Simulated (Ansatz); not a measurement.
# C3H4N2: the cost of one run

Program: Ansatz 0.2.0. Level of theory: the levels named in each step. These are calculated values, not measurements.

## 1. The structure to begin with

Bond lengths: C1–C2 1.364 Å, C2–N3 1.367 Å, N3–C4 1.355 Å, C1–N5 1.359 Å, C4–N5 1.301 Å, C1–H6 1.071 Å, C2–H7 1.070 Å, N3–H8 1.007 Å, C4–H9 1.072 Å. Angles: C1–C2–N3 105.6°, C1–C2–H7 131.9°, N3–C2–H7 122.5°, C2–C1–N5 110.1°, C2–C1–H6 129.0°, N5–C1–H6 120.9°, C2–N3–C4 106.6°, C2–N3–H8 126.2°, C4–N3–H8 127.1°, N3–C4–N5 111.8°, N3–C4–H9 123.2°, N5–C4–H9 125.0°, C1–N5–C4 105.8°.

As a file:

```xyz
9

C    -0.8909   -0.7364    0.0273
C    -0.9721    0.5995   -0.2377
N     0.3098    1.0678   -0.1642
C     1.0946    0.0051    0.1379
N     0.4007   -1.0890    0.2583
H    -1.6751   -1.4649    0.0672
H    -1.8031    1.2339   -0.4667
H     0.6040    2.0205   -0.3041
H     2.1571    0.0757    0.2597
```

## 2. A rough first relaxation, PBE-D4/def2-SVP

This run stands in another session on the same molecule. It ended at:

```xyz
9

C    -0.8951   -0.7526    0.0294
C    -0.9865    0.6045   -0.2405
N     0.3117    1.0698   -0.1637
C     1.1130   -0.0016    0.1423
N     0.4116   -1.1160    0.2651
H    -1.7122   -1.4845    0.0645
H    -1.8303    1.2623   -0.4730
H     0.6126    2.0341   -0.3088
H     2.2002    0.0963    0.2623
```

## 3. Relaxation, PBE0-D4/def2-TZVPP

Contents of input.yaml:

```yaml
crystal:
  periodic: [false, false, false]
  atoms:
    - { symbol: C, position_ang: [-0.89505715, -0.75264411, 0.0294362] }
    - { symbol: C, position_ang: [-0.9865489, 0.60447812, -0.24045407] }
    - { symbol: "N", position_ang: [0.31166894, 1.0697735, -0.1636848] }
    - { symbol: C, position_ang: [1.11299432, -0.00162447, 0.14234771] }
    - { symbol: "N", position_ang: [0.41157732, -1.11602392, 0.26509379] }
    - { symbol: H, position_ang: [-1.71223273, -1.48449689, 0.06451978] }
    - { symbol: H, position_ang: [-1.83029603, 1.26228785, -0.47303905] }
    - { symbol: H, position_ang: [0.61263179, 2.03409224, -0.30876838] }
    - { symbol: H, position_ang: [2.20023244, 0.09629768, 0.26229882] }
basis:
  gaussian: { orbitals: def2-TZVPP }
hamiltonian:
  xc: pbe0
  dispersion: d4
relax:
  f_tol: 0.002
  max_steps: 150
```

Command:

```
$ ansatz run input.yaml --threads 4 --pin off --max-ram 10240MiB --backend cpu --events-out ev --progress --plain --runs-dir out
```

Q: Estimate wall time and peak memory on 4 threads of AMD EPYC 7R43 (Zen 3), shared host.

About 17 s, with a peak of 0.48 GiB.
